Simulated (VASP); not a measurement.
# CdS (F-43m): a series in a change of volume, part 2 of 2

How do the elastic response and the band edges of CdS follow a change of volume?

VASP 6.6.1, plane waves and PAW; the level of theory is named at each step.

So far. Step 5 (Band edges, r2SCAN with spin-orbit coupling): The run ends at a pressure of 9.46 GPa.

## Step 6: The table

Runs beyond LDA use the data sets made with LDA; this shifts their levels slightly, and their total energies have another zero (at TB-mBJ, which has no energy functional, they mean nothing).

The other members went through these steps as far as the tables show, with the same cutoff and, step by step, the same mesh; 25 runs are not shown. The session took 2.9 core hours (wall time by ranks) on a shared machine.

```
volume over the relaxed volume  volume (Å³/atom)  pressure (GPa)  energy above the unstrained row (meV/atom)  gap on the mesh, LDA (eV)
                         0.940            22.544           4.890                                      22.381                      1.094
                         0.955            22.904           3.511                                      12.528                      1.062
                         0.970            23.263           2.243                                       5.691                      1.029
                         0.985            23.623           1.079                                       1.569                      0.997
                             1            23.983           0.007                                       0.000                      0.965
                         1.015            24.343          -0.976                                       0.713                      0.933
                         1.030            24.702          -1.880                                       3.554                      0.901
                         1.045            25.062          -2.712                                       8.328                      0.870
                         1.060            25.422          -3.477                                      14.923                      0.838
```

A cubic of the pressure in ln(V/V₀) through all rows has the slope −B at V₀: B = 68 GPa, and its curvature gives B′ = 4.6.

Band edges at TB-mBJ with spin-orbit coupling, counted from the valence-band top at Γ, spin-orbit pairs averaged, with one row partly withheld:

```
volume over the relaxed volume  gap (eV)  conduction band at Γ (eV)  Δ or X valley along z (eV)  lowest conduction level at L, [111] (eV)  second valence level below the top (eV)  third valence level below the top (eV)
                         0.940     2.787                      2.787                       4.554                                     4.428                                    0.000                                   0.018
                         0.955     2.761                      2.761                       4.594                                     4.416                                    0.000                                   0.020
                         0.970     2.736                      2.736                       4.631                                     4.402                                    0.000                                   0.022
                         0.985     2.710                      2.710                       4.667                                     4.387                                    0.000                                   0.023
                             1         ?                          ?                       4.703                                     4.372                                    0.000                                   0.025
                         1.015     2.658                      2.658                       4.736                                     4.356                                    0.000                                   0.027
                         1.030     2.632                      2.632                       4.767                                     4.338                                    0.000                                   0.028
                         1.045     2.604                      2.604                       4.795                                     4.318                                    0.000                                   0.030
                         1.060     2.576                      2.576                       4.822                                     4.298                                    0.000                                   0.032
```

Conduction masses, in electron masses (the axis is [001]):

```
volume over the relaxed volume  conduction mass at Γ, along the strain axis or the normal of the plane
                         0.940                                                                   0.246
                         0.955                                                                   0.245
                         0.970                                                                   0.245
                         0.985                                                                   0.244
                             1                                                                   0.246
                         1.015                                                                   0.244
                         1.030                                                                   0.244
                         1.045                                                                   0.245
                         1.060                                                                   0.246
```

Band edges at r2SCAN with spin-orbit coupling, counted from the valence-band top at Γ, spin-orbit pairs averaged:

```
volume over the relaxed volume  gap (eV)  conduction band at Γ (eV)  Δ or X valley along z (eV)  lowest conduction level at L, [111] (eV)  second valence level below the top (eV)  third valence level below the top (eV)
                         0.940     1.796                      1.796                       3.656                                     3.590                                    0.000                                   0.029
                         0.955     1.762                      1.762                       3.686                                     3.571                                    0.000                                   0.031
                         0.970     1.727                      1.727                       3.715                                     3.552                                    0.000                                   0.033
                         0.985     1.692                      1.692                       3.743                                     3.531                                    0.000                                   0.034
                             1     1.657                      1.657                       3.769                                     3.510                                    0.000                                   0.036
                         1.015     1.623                      1.623                       3.795                                     3.488                                    0.000                                   0.038
                         1.030     1.589                      1.589                       3.818                                     3.465                                    0.000                                   0.039
                         1.045     1.554                      1.554                       3.841                                     3.441                                    0.000                                   0.041
                         1.060     1.520                      1.520                       3.862                                     3.417                                    0.000                                   0.042
```

Conduction masses, in electron masses (the axis is [001]):

```
volume over the relaxed volume  conduction mass at Γ, along the strain axis or the normal of the plane
                         0.940                                                                   0.163
                         0.955                                                                   0.162
                         0.970                                                                   0.161
                         0.985                                                                   0.159
                             1                                                                   0.157
                         1.015                                                                   0.156
                         1.030                                                                   0.153
                         1.045                                                                   0.152
                         1.060                                                                   0.150
```

## Step 7: A fit to the known rows

The quantity to fit is the conduction level at Γ above the mean of the three top valence levels at TB-mBJ with spin-orbit coupling: 2.793, 2.768, 2.743, 2.718, 2.667, 2.641, 2.614, 2.586 eV in the rows shown.

A least-squares parabola through the 8 rows shown, with u the logarithm of the volume ratio: E = − 1.733 u² − 1.717 u + 2.693 (eV), r.m.s. residual 4.9e-4 eV.

At u = 0 this predicts 2.6928 eV.

## Step 8: Prediction against calculation

The calculation gives 2.6930 eV, so the prediction is 0.0002 eV too low.

## Step 9: What came out

```yaml
bulk_modulus: 68 GPa
gap_of_the_unstrained_cell_r2scan_with_spin_orbit_coupling: 1.66 eV
de_d_ln_v_of_the_conduction_level_at_gamma_above_the_mean_of_the_three_top_valence_levels_tb_mbj_with_spin_orbit_coupling: -1.72 eV
error_of_the_predicted_row: -0.2 meV
```

What this shows: The slope of the energy gives 0.18 GPa at the relaxed volume where the pressure column has 0.01 GPa, a mark of the finite basis. At TB-mBJ with spin-orbit coupling the lowest conduction valley is Γ throughout, and the gap runs between 2.58 and 2.79 eV. At r2SCAN with spin-orbit coupling the lowest conduction valley is Γ throughout, and the gap runs between 1.52 and 1.80 eV. Hole masses are left out throughout, since the top bands are degenerate or cross in many series; of conduction masses, those of the Γ, L and (for Si and Ge under (001) strain) Δ valleys are kept where they change by under an eighth between rows. TB-mBJ is a potential fitted for gaps; it has no energy functional, so its total energies and forces mean nothing, and its bands tend to come out too narrow. r2SCAN opens gaps somewhat over GGA but leaves them below measured values as a rule. Δ or X levels are the lowest on their line, refined by a parabola unless they lie at X; the gap is read from all points sampled and can differ from the lowest valley by some meV, or by tens of meV where strain moves the valence top off Γ. Temperature, zero-point motion and excitons are left out.

[Lines on the potential files, build, host, timing and source positions are cut from VASP's logs without a mark.]

[Logs are printed without paths, hosts, clocks, repeated set-up lines and the standing remarks that a program may print on its own settings, such as how far it seeks lower states.]

[Hosts, paths, dates, database ids (printed as entryN), source tags and the programs' standing remarks are cut or masked in the printed files.]

[In band tables of VASP the shares of atoms and orbitals are scaled to a sum of 1 inside the atoms' spheres.]
